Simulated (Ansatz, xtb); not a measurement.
**Two isomers of C4H6**

Structure a is `C=CC=C`, a singlet and structure b is `C1=CCC1`, a singlet. Both are isolated molecules in the gas phase, relaxed with PBE0-D3(BJ)/def2-SVP; the shapes shown needn't be the lowest conformers.

a (Å):

```xyz
10

C    -0.6705   -0.2201    0.9439
C    -1.0643    0.1021   -0.2959
C    -1.4879    1.4331   -0.7008
C    -1.8819    1.7553   -1.9405
H    -0.3606   -1.2357    1.2007
H    -0.6461    0.5267    1.7438
H    -1.0768   -0.6710   -1.0738
H    -1.4753    2.2063    0.0771
H    -2.1918    2.7709   -2.1973
H    -1.9064    1.0084   -2.7404
```

b (Å):

```xyz
10

C    -1.0654   -0.3523   -0.3761
C    -1.1332    0.5519    0.6130
C    -1.4209    1.7066   -0.3155
C    -1.3422    0.6565   -1.4642
H    -0.8787   -1.4298   -0.4008
H    -1.0227    0.4903    1.6994
H    -0.6520    2.4963   -0.3540
H    -2.4052    2.1889   -0.1931
H    -0.5263    0.8195   -2.1881
H    -2.2795    0.5120   -2.0272
```

Quicker runs give these differences E(b) − E(a): GFN2-xTB −13.8 kJ/mol; HF/STO-3G −54.3 kJ/mol (at GFN2-xTB geometries); r2SCAN-D4/def2-SVP +41.3 kJ/mol (at GFN2-xTB geometries).

Problem. Estimate E(b) − E(a) at the level CCSD(T)/def2-TZVP.

Solution. Calculated at CCSD(T)/def2-TZVP: E(b) − E(a) = +48.7 kJ/mol, so structure a lies lower.

Level by level:

```csv
level,geometry,E(b) − E(a) (kJ/mol),departure from the last row (kJ/mol),"job, with rough time for the two"
GFN2-xTB,GFN2-xTB,−13.8,−62.5,"optimisation, 0.1 s"
HF/STO-3G,GFN2-xTB,−54.3,−103.0,"single point, 0.2 s"
r2SCAN-D4/def2-SVP,GFN2-xTB,+41.3,−7.3,"single point, 1.4 s"
PBE0-D3(BJ)/def2-SVP,PBE0-D3(BJ)/def2-SVP,+26.0,−22.6,"optimisation, 9 s"
HF/def2-TZVP,PBE0-D3(BJ)/def2-SVP,+64.2,+15.5,part of the CCSD(T) run
MP2/def2-TZVP,PBE0-D3(BJ)/def2-SVP,+39.4,−9.2,part of the CCSD(T) run
CCSD(T)/def2-TZVP,PBE0-D3(BJ)/def2-SVP,+48.7,,"single point, 22 s"
```

As drawn, b has 2 C–C in place of 1 C=C. Structure a has no ring, b a 4-membered ring.

GFN2-xTB, HF/STO-3G put the two in the other order. The largest departure from CCSD(T)/def2-TZVP is that of HF/STO-3G, 103.0 kJ/mol.

With harmonic frequencies from PBE0-D3(BJ)/def2-SVP (ideal gas, rigid rotor, one conformer each, 1000 K, 1 atm): on the last row, ΔE + ΔZPE = +52.6, ΔH = +47.5, ΔG = +68.7 kJ/mol.

The correlated steps freeze 4 core orbitals. Programs: Ansatz 0.2.0, xtb 6.7.1; the last row on 2 threads of Intel(R) Xeon(R) 6975P-C (Granite Rapids) on a shared host.
